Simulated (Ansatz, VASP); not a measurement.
## One calculation of ZrC7, two programs

```
Zr C
1.0
     4.03434    0.00000    0.00000
     0.00000    4.03434    0.00000
     0.00000    0.00000    4.03434
Zr C
1 7
Direct
  0.00000 0.00000 0.00000
  0.28537 0.28537 0.28537
  0.00000 0.50000 0.50000
  0.50000 0.50000 0.00000
  0.50000 0.00000 0.50000
  0.71463 0.28537 0.71463
  0.71463 0.71463 0.28537
  0.28537 0.71463 0.71463
```

Change from the starting cell: species swapped into the Si7Ge type (P-43m, No. 215).

Alike in both runs: task relaxation of cell and atoms; functional PBE; k mesh 10 × 10 × 10; occupations gaussian, width 0.01 eV; no spin polarisation.

|  | VASP | Ansatz |
| --- | --- | --- |
| version | VASP 6.6.1 | Ansatz 0.2.0 |
| potentials or method | VASP PAW PBE potentials, release 64 (Zr_sv, C) | scalar-relativistic, plane waves, PAW |
| plane-wave cutoff (eV) | 600 | 420 |
| valence electrons in the cell | 40 | 40 |

Ansatz gave:

| Item | Value |
| --- | --- |
| gap on the k mesh at the Fermi level, each at its own relaxed structure (eV) | 0.21 |
| relaxed volume (Å³/atom) | 8.21 |
| relaxed cell length with the largest relative difference (Å) | 4.034 |

What did VASP give for the same quantities?

gap on the k mesh at the Fermi level, each at its own relaxed structure (eV): 0.20; relaxed volume (Å³/atom): 8.21; relaxed cell length with the largest relative difference (Å): 4.034.
